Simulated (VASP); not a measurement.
Input of a VASP 6.6.1 run:

INCAR

```
SYSTEM = Zn
ALGO     = Fast           ! electronic algorithm
EDIFF    = 1E-6           ! SCF threshold, eV
ENCUT    = 500            ! plane-wave cutoff, eV
GGA      = PE             ! functional
ISIF     = 2              ! what is computed and relaxed
ISMEAR   = 0              ! smearing method
IVDW     = 2              ! dispersion correction
LASPH    = .TRUE.         ! aspherical terms in the spheres
LCHARG   = .FALSE.        ! write CHGCAR
LREAL    = .FALSE.        ! projectors in reciprocal space
LWAVE    = .FALSE.        ! write WAVECAR
NBANDS   = 19             ! bands
NELM     = 100            ! most SCF steps
PREC     = Accurate       ! precision mode
SIGMA    = 0.05           ! smearing width, eV
```

KPOINTS

```
k-points
0
G
  11 11 6
  0 0 0
```

The input POSCAR:

```
Zn
1.0
    2.6700000000      0.0000000000      0.0000000000
   -1.3350000000      2.3122878281      0.0000000000
    0.0000000000      0.0000000000      4.9660000000
Zn
2
Direct
    0.6666666667      0.3333333333      0.7500000000
    0.3333333333      0.6666666667      0.2500000000
```

Contents of KPOINTS_OPT:

```
path GMKGALHA,LM,KH
20
line-mode
reciprocal
 0.0000000000  0.0000000000  0.0000000000  G
 0.5000000000  0.0000000000  0.0000000000  M

 0.5000000000  0.0000000000  0.0000000000  M
 0.3333333333  0.3333333333  0.0000000000  K

 0.3333333333  0.3333333333  0.0000000000  K
 0.0000000000  0.0000000000  0.0000000000  G

 0.0000000000  0.0000000000  0.0000000000  G
 0.0000000000  0.0000000000  0.5000000000  A

 0.0000000000  0.0000000000  0.5000000000  A
 0.5000000000  0.0000000000  0.5000000000  L

 0.5000000000  0.0000000000  0.5000000000  L
 0.3333333333  0.3333333333  0.5000000000  H

 0.3333333333  0.3333333333  0.5000000000  H
 0.0000000000  0.0000000000  0.5000000000  A

 0.5000000000  0.0000000000  0.5000000000  L
 0.5000000000  0.0000000000  0.0000000000  M

 0.3333333333  0.3333333333  0.0000000000  K
 0.3333333333  0.3333333333  0.5000000000  H
```

Potentials or basis: VASP PAW PBE potentials, release 54 (Zn).

Run with:

```bash
$ cat potpaw_PBE.54/Zn/POTCAR > POTCAR
$ mpirun -np 1 vasp_std > vasp.out
```

Estimate the dispersion energy per atom.

-0.398 eV.

What does it give for the pressure?

-5.4 GPa.

Estimate the band gap along the path.

none (metal or under the smearing width).

Stress tensor (GPa, compression positive):
```
-5.21  0.00  0.00
 0.00 -5.21  0.00
 0.00  0.00 -5.82
```

Caveat: atom-pairwise D2, TS and ULG terms overbind metals; pairwise dispersion overbinds metals, which lowers pressure and volume.
